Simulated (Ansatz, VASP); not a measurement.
# Two plane-wave programs on BaTiO3

```
Ba Ti O
1.0
     2.78130    1.60579    2.27254
    -2.78130    1.60579    2.27254
     0.00000   -3.21157    2.27254
Ba Ti O
1 1 3
Direct
  0.00129 0.00129 0.00129
  0.49533 0.49533 0.49533
  0.50692 0.50692 0.00875
  0.00875 0.50692 0.50692
  0.50692 0.00875 0.50692
```

Alike in both runs: functional PBE; k mesh 6 × 6 × 6; occupations gaussian, width 0.02 eV; no spin polarisation.

Ansatz relaxed the structure, and its values are those at the end. VASP's run is a single point on that final structure, the one shown.

```csv
,VASP,Ansatz
version,VASP 6.6.1,Ansatz 0.2.0
potentials or method,"VASP PAW PBE potentials, release 64 (Ba_sv, Ti_sv, O)","scalar-relativistic, plane waves, PAW"
plane-wave cutoff (eV),520,420
valence electrons in the cell,40,40
```

Ansatz gave:

- gap on the k mesh at the Fermi level (eV): 2.05
- least direct gap on the mesh (eV): 2.16
- pressure (GPa): 12.6
- rms of the force components (eV/Å): 0.000

Question: What did VASP give for the same quantities?

Answer: gap on the k mesh at the Fermi level (eV): 1.98; least direct gap on the mesh (eV): 2.13; pressure (GPa): 14.8; rms of the force components (eV/Å): 0.012.

Caveats: spin-orbit coupling is left out, which moves the levels of the heavy elements. A k mesh can miss the band edges.
